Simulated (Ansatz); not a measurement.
Input and command of a calculation in Ansatz (plane waves; scalar-relativistic PAW potentials unless the input names others):

```yaml
crystal:
  lattice:
    - [1.9442555391, 1.1225164588, 8.3027558513]
    - [-1.9442555391, 1.1225164588, 8.3027558513]
    - [0.0, -2.2450329177, 8.3027558513]
  atoms:
    - { symbol: In, position: [0.0011929034, 0.0011929034, 0.0011929034] }
    - { symbol: In, position: [0.1109978602, 0.1109978602, 0.1109978602] }
    - { symbol: Se, position: [0.6173495424, 0.6173495424, 0.6173495424] }
    - { symbol: Se, position: [0.8281596941, 0.8281596941, 0.8281596941] }
basis:
  ecutwfc: 420
kpoints:
  mp_grid: { grid: [12, 12, 12] }
hamiltonian:
  xc: pbesol
scf:
  occupations: { method: gaussian, width: 0.03 }
  max_iter: 3
output:
  forces: true
  eigenvalues: true
  stress: true
```

```bash
ansatz run input.yaml --threads 2 --pin off --max-ram 5120MiB --backend cpu --events-out ev --progress --plain --runs-dir out
```

Abridged log:
```
Basis set: ecut = 420 eV, 2163 PW (Γ), FFT grids on a1−a3, a2−a3, a3, exchange–correlation on 54×54×120 points (8 copies of the dense FFT grid, shifted against one another)
Bands: 35, of which v1, the nominal top of the filled ones, is band 29 counted from 1 (28 counted from 0)
Symmetry: 6 space group operations
k-points: 189 of 1728 (time reversal used)
SCF iter   1: F=—  HF=-21901.052197 eV  |F-HF|=—  |Δ(HF+E_count)|=         —  Δρ=4.63e-3  dr2=5.34e-2  ethr=1.77e-3  ⟨swp⟩=4.2  Hψ=62346  notcnv=0
SCF iter   2: F=—  HF=-21901.040427 eV  |F-HF|=—  |Δ(HF+E_count)|=   1.18e-2  Δρ=1.54e-3  dr2=2.65e-3  ethr=9.21e-5  ⟨swp⟩=3.6  Hψ=38001  notcnv=0
SCF iter   3: F=—  HF=-21901.039962 eV  |F-HF|=—  |Δ(HF+E_count)|=   4.65e-4  Δρ=6.83e-4  dr2=6.24e-4  ethr=4.57e-6  ⟨swp⟩=3.0  Hψ=33304  notcnv=0
```

Find the fault.

The fault is too few SCF iterations (scf.max_iter: not typed → 3, the first being the value of the sound run). Setting it back cures it. The log, from which this was withheld above, says: «Error: did not converge after 3 iterations: dr2 = 6.24e-4 (threshold 1.00e-7), under the density mixer `msr1`, which `scf.mixing.algorithm: auto` chose by the deck's other keys (type `scf.mixing.algorithm: msr1` to keep it); raise `scf.max_iter`, which need not help a stalled SCF, or adjust the mixing (`scf.mixing`) or, under a smearing, its width (`scf.occupations.width` …» The run stopped without converging. A reference run from the same start on usual settings converged with pressure 4.64 GPa, largest force 0.636 eV/Å, gap on the mesh 0.69 eV.

The run took 26 s on 2 threads of Intel(R) Xeon(R) Platinum 8259CL CPU @ 2.50GHz (Skylake/Cascade Lake) (shared host), peak memory 0.76 GiB.